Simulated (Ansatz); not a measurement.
A run of Ansatz 0.2.0:

input.yaml

```yaml
crystal:
  lattice:
    - [1.58, 0.9122134253, 6.15]
    - [-1.58, 0.9122134253, 6.15]
    - [0.0, -1.8244268506, 6.15]
  atoms:
    - { symbol: Mo, position: [0.0, 0.0, 0.0] }
    - { symbol: S, position: [0.417, 0.417, 0.417] }
    - { symbol: S, position: [0.25, 0.25, 0.25] }
kpoints:
  mp_grid: { grid: [6, 6, 6] }
scf:
  occupations: { method: fermi_dirac, width: 0.03 }
hamiltonian:
  xc: pbesol
  pseudopotentials: { kind: all_electron, lapw: { basis_error: 0.002 } }
output:
  forces: true
  stress: true
  eigenvalues: true
```

Potentials or basis: all-electron LAPW, scalar-relativistic.

The run is started by

```sh
$ ansatz run input.yaml --threads 2 --pin off --max-ram 8192MiB --backend cpu --events-out ev --progress --plain --runs-dir out
```

Hardware: 2 threads of Arm Neoverse V2 (shared host).

Q: Estimate the wall time of this run.

A: Run time: 11 s on 2 threads of Arm Neoverse V2 (shared host), peak memory 0.31 GiB. Counts: scf iterations 10, plane waves 453, k points 32, bands 35.
